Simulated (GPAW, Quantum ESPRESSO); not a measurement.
Given: the input of a run of GPAW 26.7.0 (ASE script) on CdGeAs2. The cell is a database's computed one, not the measured one.

run.py

```python
from ase import Atoms
from ase.dft.bandgap import bandgap
from ase.io import write
from ase.units import Bohr, GPa
from gpaw import GPAW, PW
from gpaw.elf import elf_from_dft_calculation

atoms = Atoms(['Cd', 'Cd', 'As', 'As', 'As', 'As', 'Ge', 'Ge'],
              cell=[[-2.9888745628, 2.9888745628, 5.6642966801],
                    [2.9888745628, -2.9888745628, 5.6642966801],
                    [2.9888745628, 2.9888745628, -5.6642966801]],
              scaled_positions=[[0.5, 0.5, 0.0],
                                [0.25, 0.75, 0.5],
                                [0.09621757, 0.125, 0.47121757],
                                [0.375, 0.90378243, 0.02878243],
                                [0.65378243, 0.625, 0.52878243],
                                [0.875, 0.34621757, 0.97121757],
                                [0.75, 0.25, 0.5],
                                [0.0, 0.0, 0.0]],
              pbc=True)

calc = GPAW(mode=PW(600),
            xc='PBE',
            kpts={'size': (6, 6, 6), 'gamma': True},
            occupations={'name': 'fermi-dirac', 'width': 0.05},
            nbands=45,
            convergence={'density': 1e-05, 'energy': 1e-05},
            maxiter=150,
            txt='gpaw.txt')
atoms.calc = calc
energy = atoms.get_potential_energy()
forces = atoms.get_forces()
stress = atoms.get_stress()
calc.write('gs.gpw')
write('result.traj', atoms)
print(f'Energy: {energy:.6f} eV')
print('Forces (eV/A):')
print(forces.round(4))
print('Stress (GPa):', (stress / GPa).round(3))
print('Fermi level:', round(calc.get_fermi_level(), 4), 'eV')
print(f'Gap: {bandgap(calc)[0]:.4f} eV, direct: {bandgap(calc, direct=True)[0]:.4f} eV')

# fields on the real-space grid
write('density.cube', atoms, data=calc.get_pseudo_density() * Bohr**3)
write('potential.cube', atoms, data=calc.get_electrostatic_potential())
write('elf.cube', atoms, data=elf_from_dft_calculation(calc).data)
```

Potentials or basis: GPAW PAW data sets (gpaw-data 1.2.1), pw.

Run with:

```bash
$ OMP_NUM_THREADS=1 python run.py
```

Task: What does the same run look like in Quantum ESPRESSO 7.5? Potentials or basis there: SSSP 1.3 efficiency PBE, cutoff 816 eV.

Result: As run (cutoffs and basis follow the program's own potentials, and thresholds, step limits or extra output files can differ):

Contents of pw.in:

```
&CONTROL
  calculation = 'scf'
  prefix = 'pwscf'
  outdir = './tmp'
  pseudo_dir = './pseudo'
  tprnfor = .true.
  tstress = .true.
  disk_io = 'nowf'
/
&SYSTEM
  ibrav = 0
  nat = 8
  ntyp = 3
  ecutwfc = 60
  ecutrho = 480
  nbnd = 48
  occupations = 'smearing'
  smearing = 'fd'
  degauss = 0.00367493
/
&ELECTRONS
  conv_thr = 1.6d-09
  electron_maxstep = 120
  mixing_beta = 0.5
/
ATOMIC_SPECIES
Cd   112.4140 Cd.pbe-dn-rrkjus_psl.0.3.1.UPF
As    74.9216 As.pbe-n-rrkjus_psl.0.2.UPF
Ge    72.6300 ge_pbe_v1.4.uspp.F.UPF
CELL_PARAMETERS angstrom
  -2.9888745628    2.9888745628    5.6642966801
   2.9888745628   -2.9888745628    5.6642966801
   2.9888745628    2.9888745628   -5.6642966801
ATOMIC_POSITIONS crystal
Cd     0.5000000000    0.5000000000    0.0000000000
Cd     0.2500000000    0.7500000000    0.5000000000
As     0.0962175700    0.1250000000    0.4712175700
As     0.3750000000    0.9037824300    0.0287824300
As     0.6537824300    0.6250000000    0.5287824300
As     0.8750000000    0.3462175700    0.9712175700
Ge     0.7500000000    0.2500000000    0.5000000000
Ge     0.0000000000    0.0000000000    0.0000000000
K_POINTS automatic
6 6 6 0 0 0
```

Potentials or basis: SSSP 1.3 efficiency PBE.

Run with:

```console
$ OMP_NUM_THREADS=1 mpirun -n 2 pw.x -nk 2 -in pw.in > pw.out
```

Both were run:

|  | GPAW | Quantum ESPRESSO |
| --- | --- | --- |
| Pressure | 2.2 GPa | 2.3 GPa |

The potentials hold 52 and 72 valence electrons a cell.

Pressure is positive in compression.
